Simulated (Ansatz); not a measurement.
# RbBr: strong compression

The task here is to estimate one member of a computed series from the others.

Method: DFT, r2SCAN, PAW with Ansatz's default frozen-core files, scalar-relativistic, in Ansatz 0.2.0.

## Starting point

The structure is cubic, space group Fm-3m (No. 225). Conventional cell: a = 6.912 Å, b = 6.912 Å, c = 6.912 Å, α = 90.00°, β = 90.00°, γ = 90.00°. Rb (site symmetry m-3m) is surrounded by 6 Br at 3.46 Å. Br (site symmetry m-3m) is surrounded by 6 Rb at 3.46 Å.

As a file:

```
CELL_PARAMETERS angstrom
0.00000 3.45595 3.45595
3.45595 0.00000 3.45595
3.45595 3.45595 0.00000
ATOMIC_POSITIONS crystal
Rb 0.00000 0.00000 0.00000
Br 0.50000 0.50000 0.50000
```

Whether this phase is the stable one at these pressures isn't tested.

Atoms are numbered in the order of the input: Rb1, Br2.

Set-up of the first run:

The input, input.yaml:

```yaml
crystal:
  lattice:
    - [0.0, 3.4559503595, 3.4559503595]
    - [3.4559503595, 0.0, 3.4559503595]
    - [3.4559503595, 3.4559503595, 0.0]
  atoms:
    - { symbol: Rb, position: [0.0, 0.0, 0.0] }
    - { symbol: Br, position: [0.5, 0.5, 0.5] }
kpoints:
  mp_grid: { grid: [7, 7, 7] }
scf:
  occupations: { method: fermi_dirac, width: 0.03 }
hamiltonian:
  xc: r2scan
  pseudopotentials: { kind: paw }
output:
  forces: true
  stress: true
relax:
  f_tol: 0.01
  max_steps: 30
```

Started as:

```sh
ansatz run input.yaml --threads 1 --pin off --max-ram 2048MiB --backend cpu --events-out ev --progress --plain --runs-dir out
```

Among the steps run: Atoms relaxed at the given volume, PAW; Volume scaled by 1, PAW; Atoms relaxed at 0.55 of the volume, PAW; Volume scaled by 0.55, PAW; Atoms relaxed at 0.45 of the volume, PAW; Volume scaled by 0.45, PAW; Atoms relaxed at 0.4 of the volume, PAW; Volume scaled by 0.4, PAW.

One of the session's tables, all rows but one given; the rest of the session is left out.

| method | volume over the first | volume (Å³/atom) | pressure (GPa) | gap (eV) |
| --- | --- | --- | --- | --- |
| PAW | 1 | 41.276 | 0.09 | 4.90 |
| PAW | 0.55 | 22.702 | 38.50 | 4.37 |
| PAW | 0.45 | ? | ? | ? |
| PAW | 0.4 | 16.511 | 125.01 | 1.06 |

**Question.** Estimate the row for PAW, 0.45.

**Answer.** volume (Å³/atom): 18.574; pressure (GPa): 82.99; gap (eV): 2.55. In the column «volume (Å³/atom)» it lies between PAW, 0.4 (16.511) and PAW, 0.55 (22.702).

Caveats from the session: Warnings in the runs' records: stress scf threshold loose, gradients without spin orbit.
